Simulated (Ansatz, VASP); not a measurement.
Given: the input of a run of VASP 6.6.1 on KI. 

INCAR

```
SYSTEM = KI
PREC = Accurate
ENCUT = 520
EDIFF = 1E-6
ISMEAR = 0
SIGMA = 0.02
LREAL = .False.
LASPH = .True.
NELM = 60
ALGO = Fast
ISIF = 2
LWAVE = .False.
LCHARG = .False.
GGA = PS
```

The input KPOINTS:

```
regular mesh
0
Gamma
  7 7 7
  0 0 0
```

POSCAR

```
KI
1.0
    0.0000000000      3.5327750000      3.5327750000
    3.5327750000      0.0000000000      3.5327750000
    3.5327750000      3.5327750000      0.0000000000
I K
1 1
Cartesian
    3.5327750000      3.5327750000      3.5327750000
    0.0000000000      0.0000000000      0.0000000000
```

Potentials or basis: VASP PAW PBE potentials, release 64 (I, K_sv).

Run with:

```sh
$ cat potpaw_PBE.64/I/POTCAR potpaw_PBE.64/K_sv/POTCAR > POTCAR
$ mpirun -np 1 vasp_std > vasp.out
```

What does the same run look like in Ansatz 0.2.0? Potentials or basis there: Ansatz PAW, cutoff 420 eV.

As run (cutoffs and basis follow the program's own potentials, and thresholds, step limits or extra output files can differ):

input.yaml

```yaml
crystal:
  lattice:
    - [0.0, 3.532775, 3.532775]
    - [3.532775, 0.0, 3.532775]
    - [3.532775, 3.532775, 0.0]
  atoms:
    - { symbol: I, position: [0.5, 0.5, 0.5] }
    - { symbol: K, position: [0.0, 0.0, 0.0] }
hamiltonian:
  xc: pbesol
  pseudopotentials: { kind: paw }
kpoints:
  mp_grid: { grid: [7, 7, 7] }
scf:
  occupations: { method: gaussian, width: 0.02 }
output:
  forces: true
  stress: true
  eigenvalues: true
  write_density: true
  write_potential: true
  elf: true
  volumetric_format: npy
```

Potentials or basis: Ansatz PAW.

Launch:

```bash
$ ansatz run input.yaml --threads 1 --pin off --max-ram 3584MiB --backend cpu --events-out ev --progress --plain --runs-dir out
```

Both were run:

|  | VASP | Ansatz |
| --- | --- | --- |
| Pressure | -0.3 GPa | -0.3 GPa |

Ansatz's pressure holds a Pulay term of +0.01 GPa for its cutoff of 420 eV, which the other run lacks.

The potentials hold 16 and 26 valence electrons a cell.

VASP's potentials were made for PBE. Ansatz's potentials were made for PBE.

Where Ansatz's input types no cutoff or centring, it takes its own default and a Γ-centred mesh.

Pressure is positive in compression.
